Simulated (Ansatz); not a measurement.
SnSe2 in the fluorite structure was put through Ansatz (plane waves). The starting cell was estimated from covalent radii.

Starting structure:
```
Sn Se
1.0
     0.00000    3.24397    3.24397
     3.24397    0.00000    3.24397
     3.24397    3.24397    0.00000
Sn Se
1 2
Direct
  0.00000 0.00000 0.00000
  0.25000 0.25000 0.25000
  0.75000 0.75000 0.75000
```

Abridged output:
```
Pseudopotential: Sn, paw, valence charge 14, recommended cutoff 420 eV (normal)
Pseudopotential: Se, paw, valence charge 16, recommended cutoff 420 eV (normal)
Functional definition: PBE
Crystal: 3 atoms, lattice volume = 68.275 Å³
Basis set: ecut = 420 eV, 1363 PW (Γ)
Bands: 28, of which v1, the nominal top of the filled ones, is band 23 counted from 1 (22 counted from 0)
Symmetry: 48 space group operations
Space group: Fm-3m (ITA 225)
k-points: 16 of 216
preconditioner: auto → LDOS  [metal: Δε(μ)=0.034 eV  σ=0.020 eV  ℏωp=22.9 eV  β→1.0]
relax step 1: F+E_penalty+E_count = -16961.62867246 eV  P = +12.871 GPa  Ω = 68.275 Å³
relax step 2: F+E_penalty+E_count = -16962.06000581 eV  P = +1.807 GPa  Ω = 78.755 Å³
relax step 3: F+E_penalty+E_count = -16962.07427135 eV  P = +0.554 GPa  Ω = 80.778 Å³
relax step 4: F+E_penalty+E_count = -16962.07576716 eV  P = -0.016 GPa  Ω = 81.811 Å³
relax step 5: F+E_penalty+E_count = -16962.07784128 eV  P = -0.035 GPa  Ω = 81.811 Å³  (SCF on a basis re-selected at this cell)
SCF converged after 8 iterations
Free energy (F): -16962.077841 eV
Internal energy: -16962.067963 eV  (E = F + TS)
E sigma→0 (E₀):  -16962.072902 eV
Entropy (-TS):   -0.009879 eV (-3.293 meV/atom)
Fermi energy:    7.912145 eV
--- Stress (GPa, compression-positive) ---
       -0.034621       0.000000       0.000000
        0.000000      -0.034621       0.000000
        0.000000       0.000000      -0.034621
  P = ⅓ Tr σ = -0.0346 GPa (-0.346 kbar)
--- Relaxed structure (4 steps of the walk, 4 accepted, 1 SCFs on fresh bases) ---
  F+E_penalty+E_count = -16962.07784128 eV
  cell:  # Å, volume = 81.8108 Å³
    - [0.000000, 3.445563, 3.445563]
    - [3.445563, 0.000000, 3.445563]
    - [3.445563, 3.445563, 0.000000]
  atoms:
    - { symbol: Sn, position: [0.000000, 0.000000, 0.000000] }
    - { symbol: Se, position: [0.250000, 0.250000, 0.250000] }
    - { symbol: Se, position: [0.750000, 0.750000, 0.750000] }
```

Task: Write the input file that gave this output.

Result:
```yaml
crystal:
  # lattice and atoms as above
kpoints:
  mp_grid: { grid: [6, 6, 6] }
hamiltonian:
  xc: pbe
scf:
  occupations: { method: fermi_dirac, width: 0.02 }
relax:
  f_tol: 0.005
  cell: {}
```
The relax steps with a changing cell volume need the relax block with cell. Keys that aren't typed take their defaults; thresholds and the kind of smearing can't be read off these lines.

Run as `ansatz run input.yaml --threads 2 --pin off --max-ram 2211MiB --backend cpu --events-out ev --progress --plain --runs-dir out`. It took 7.2 s on 2 threads of Intel(R) Xeon(R) Platinum 8488C (Sapphire Rapids) (shared host), load about 0.8 per core; peak host memory 0.41 GiB.

Note: simulated data, non-magnetic, for a generated structure that need not be the stable one.
